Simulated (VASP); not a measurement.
Write the native input for VASP 6.6.1 that does the following.

- Task: Born charges and dielectric tensor
- Functional: RPBE
- Potentials or basis: VASP PAW PBE potentials, release 64 (Al, N)
- Cutoff: 600 eV
- k mesh: 9 × 9 × 6
- Occupations: gaussian, width 0.02 eV
- Spin: no spin polarisation
- Further INCAR settings: ALGO = Fast; EDIFF = 1e-08; IBRION = 8; NSW = 1

The structure of AlN lies in POSCAR:

```
AlN
1.0
    3.3269200000      0.0000000000      0.0000000000
   -1.6634600000      2.8811900000      0.0000000000
    0.0000000000      0.0000000000      4.2197800000
Al N
2 2
Direct
    0.3333300000      0.6666700000      0.7500000000
    0.6666700000      0.3333300000      0.2500000000
    0.3333300000      0.6666700000      0.2500000000
    0.6666700000      0.3333300000      0.7500000000
```

Measurements of this composition are mostly on another form, of space group No. 186.

The input as run:

INCAR

```
SYSTEM = AlN
ALGO     = Fast           ! electronic algorithm
EDIFF    = 1E-8           ! SCF threshold, eV
ENCUT    = 600            ! plane-wave cutoff, eV
GGA      = RP             ! functional
IBRION   = 8              ! ionic algorithm
ISIF     = 2              ! what is computed and relaxed
ISMEAR   = 0              ! smearing method
LASPH    = .True.         ! aspherical terms in the spheres
LCHARG   = .False.        ! write CHGCAR
LEPSILON = .True.         ! dielectric tensor by DFPT
LREAL    = .False.        ! projectors in reciprocal space
LWAVE    = .False.        ! write WAVECAR
NELM     = 100            ! most SCF steps
NSW      = 1              ! ionic steps
PREC     = Accurate       ! precision mode
SIGMA    = 0.02           ! smearing width, eV
```

KPOINTS

```
k-points
0
Gamma
  9 9 6
  0 0 0
```

Potentials or basis: VASP PAW PBE potentials, release 64 (Al, N).

Run with:

```bash
$ cat potpaw_PBE.64/Al/POTCAR potpaw_PBE.64/N/POTCAR > POTCAR
$ mpirun -np 1 vasp_std > vasp.out
```

Results of the run:

The band gap on the k mesh is 3.18 eV, direct and the electronic dielectric tensor (diagonal) is 4.51, 4.51, 5.05. The born charges (mean of the diagonal) is Al +2.74; N -2.74 e and the highest phonon frequency at Γ, LO-TO splitting left out is 667 cm⁻¹.

Run time: 9.3 min on 1 thread of Intel(R) Xeon(R) 6975P-C (Granite Rapids) (shared host), peak memory 0.51 GiB.
